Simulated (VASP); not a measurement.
Here is a VASP 6.6.1 calculation.

The input INCAR:

```
SYSTEM = Bi2Te3
  ALGO = Fast
  DIPOL = 0.5 0.5 0.500
  EDIFF = 1E-6
  ENCUT = 520
  GGA = PE
  IDIPOL = 3
  ISIF = 2
  ISMEAR = 0
  IVDW = 12
  LASPH = .TRUE.
  LCHARG = .FALSE.
  LDIPOL = .TRUE.
  LREAL = .FALSE.
  LWAVE = .FALSE.
  NBANDS = 32
  NELM = 100
  PREC = Accurate
  SIGMA = 0.02
```

The input KPOINTS:

```
k-points
0
G
  9 9 1
  0 0 0
```

Contents of POSCAR:

```
Bi2Te3
1.0
    4.3859346042      0.0000000000      0.0000000000
   -2.1929673021      3.7983307865      0.0000000000
    0.0000000000      0.0000000000     41.0265819360
Te Bi
3 2
Direct
    0.0000000000      0.0000000000      0.4084338664
    0.6666666667      0.3333333333      0.5000000000
    0.3333333333      0.6666666667      0.5915661336
    0.3333333333      0.6666666667      0.4506544649
    0.0000000000      0.0000000000      0.5493455351
```

Potentials or basis: VASP PAW PBE potentials, release 64 (Te, Bi_d).

The run is started by

```sh
$ cat potpaw_PBE.64/Te/POTCAR potpaw_PBE.64/Bi_d/POTCAR > POTCAR
$ mpirun -np 1 vasp_std > vasp.out
```

Question: Predict the largest force.

Answer: 0.069 eV/Å.

Question: What does it give for the band gap on the k mesh?

Answer: 0.99 eV, indirect (least direct gap 1.30 eV).

Forces in eV/Å, atoms in the order of the input:
```
Te   0.000  0.000  0.040
Te   0.000  0.000  0.000
Te   0.000  0.000 -0.040
Bi   0.000  0.000 -0.069
Bi   0.000  0.000  0.069
```

Caveat: spin-orbit coupling is left out, which as a rule narrows the gap of such compounds by several tenths of an eV.
